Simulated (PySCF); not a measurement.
# Electric properties by functional and basis

Species: C3H4N2.
SMILES: `c1cn[nH]c1`

PySCF, dipoles from the SCF density, polarisabilities from static response with core orbitals frozen. Geometry: PBE0-D3(BJ)/def2-SVP; no solvent, vibrations or thermal averaging.

Reference dipole: 2.214 D (measured, gas; NIST CCCBDB Release 22 (SRD 101), experimental dipoles). Reference polarisability: 7.230 Å³ (measured, gas; NIST CCCBDB Release 22 (SRD 101), experimental polarizabilities). The anisotropy is √(½[(α1 − α2)² + (α2 − α3)² + (α3 − α1)²]).

| level | μ (D) | error (%) | α (au) | error (%) | anisotropy (au) |
| --- | --- | --- | --- | --- | --- |
| LDA/def2-SVPD | 2.294 | +3.6 | 48.01 | -1.6 | 23.52 |
| PBE/def2-SVPD | 2.240 | +1.2 | 47.69 | -2.3 | 23.64 |
| B3LYP/def2-SVPD | 2.292 | +3.5 | 46.99 | -3.7 | 23.08 |
| PBE0/def2-SVPD | 2.295 | +3.7 | 46.49 | -4.7 | 22.58 |
| BHandHLYP/def2-SVPD | 2.346 | +6.0 | 45.89 | -5.9 | 22.19 |
| CAM-B3LYP/def2-SVPD | 2.340 | +5.7 | 46.45 | -4.8 | 22.61 |
| wB97X-D/def2-SVPD | 2.336 | +5.5 | 46.69 | -4.3 | 22.09 |
| LC-wPBE/def2-SVPD | 2.366 | +6.9 | 45.47 | -6.8 | 21.80 |
| HF/def2-SVPD | 2.415 | +9.1 | 45.16 | -7.4 | 21.07 |
| PBE0/6-31G* | 2.297 | +3.8 | 36.76 | -24.7 | 29.90 |
| PBE0/def2-SVP | 2.307 | +4.2 | 38.68 | -20.7 | 25.94 |
| PBE0/6-31+G* | 2.409 | +8.8 | 45.15 | -7.5 | 22.15 |
| PBE0/aug-cc-pVDZ | 2.277 | +2.8 | 48.50 | -0.6 | 22.15 |
| PBE0/def2-TZVP | 2.291 | +3.5 | 44.81 | -8.2 | 23.44 |
| PBE0/def2-TZVPD | 2.269 | +2.5 | 48.19 | -1.2 | 22.61 |

For the dipole, the smallest error is 1.2% (PBE/def2-SVPD) and the largest 9.1% (HF/def2-SVPD). For the polarisability, the smallest error is 0.6% (PBE0/aug-cc-pVDZ) and the largest 24.7% (PBE0/6-31G*). The dipole runs from 2.24 D (PBE/def2-SVPD) to 2.42 D (HF/def2-SVPD). In one basis (def2-SVPD) the functionals order the polarisability from HF (lowest) to LDA (highest), a spread of 6%. With PBE0 the polarisability is 40.08 au without diffuse functions (mean of 6-31G*, def2-SVP and def2-TZVP) and 47.08 au with them (mean of 6-31+G*, def2-SVPD, aug-cc-pVDZ and def2-TZVPD). Measured values can belong to vibrating molecules; the computed ones are for one fixed geometry.
